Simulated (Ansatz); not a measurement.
## CaO under changes of volume

One of the cells (13.886 Å³/atom); the others are scaled copies at fixed shape and fractional positions:

```
Ca O
1.0
     0.00000    2.40356    2.40356
     2.40356    0.00000    2.40356
     2.40356    2.40356    0.00000
Ca O
1 1
Direct
  0.00000 0.00000 0.00000
  0.50000 0.50000 0.50000
```

The cell is a database's computed one.

* Program: Ansatz 0.2.0
* Functional: PBE
* Potentials or basis: Ansatz PAW
* Cutoff: 420 eV (not typed: the program's choice for these potentials)
* k mesh: 10 × 10 × 10
* Occupations: fermi-dirac, width 0.05 eV
* Spin: no spin polarisation

| volume (Å³/atom) | energy over the lowest point (meV/atom) | pressure (GPa) | gap on the mesh (eV) |
| --- | --- | --- | --- |
| 13.052 | 28.78 | 9.5 | 3.63 |
| 13.330 | 14.86 | 6.6 | 3.64 |
| 13.608 | 5.69 | 4.0 | 3.65 |
| 13.886 | ? | ? | ? |
| 14.163 | 0.00 | -0.5 | 3.66 |
| 14.441 | 2.58 | -2.4 | 3.66 |
| 14.719 | 8.31 | -4.2 | 3.66 |

Q: What does the run at 13.886 Å³/atom give?

A: Energy over the lowest point 0.86 meV/atom; pressure 1.6 GPa; gap on the mesh 3.66 eV.

Worked out: A Birch-Murnaghan fit of order 3 (a polynomial in V^(-2/3)) to the other rows has its minimum at 14.09 Å³/atom with B0 = V·E''(V) = 105 GPa and B' = 4.3. It gives 0.91 meV/atom at 13.886 Å³/atom, against the run's 0.86, and -dE/dV = 1.6 GPa, against 1.6. A straight line through the other rows of the gap, of slope 0.251 eV per unit of ln V, gives 3.65 eV, against the run's 3.66.

Energies are extrapolated to zero smearing.

A mesh can miss the band edges.
